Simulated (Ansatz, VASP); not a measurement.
## BiTe3: VASP beside Ansatz

```
CELL_PARAMETERS angstrom
4.89788 0.00000 0.00000
0.00000 4.89788 0.00000
0.00000 0.00000 4.89788
ATOMIC_POSITIONS crystal
Bi 0.00000 0.00000 0.00000
Te 0.00000 0.50000 0.50000
Te 0.50000 0.00000 0.50000
Te 0.50000 0.50000 0.00000
```

Change from the starting cell: species swapped into the AlFe3 type (Pm-3m, No. 221).

Alike in both runs: functional PBE; k mesh 10 × 10 × 10; occupations gaussian, width 0.1 eV; no spin polarisation.

Ansatz relaxed the structure, and its values are those at the end. VASP's run is a single point on that final structure, the one shown.

```csv
,VASP,Ansatz
version,VASP 6.6.1,Ansatz 0.2.0
potentials or method,"VASP PAW PBE potentials, release 64 (Bi_d, Te)","scalar-relativistic, plane waves, PAW"
plane-wave cutoff (eV),520,420
valence electrons in the cell,33,63
```

```tsv
	VASP	Ansatz	Ansatz less VASP
gap on the k mesh at the Fermi level (eV)	none	none	-
pressure (GPa)	-0.1	0.0	+0.07
```

A gap of «none» marks a metal or a gap that the smearing closes. The two sets of potentials don't hold the same shells in valence.

Caveats: spin-orbit coupling is left out, which moves the levels of the heavy elements.
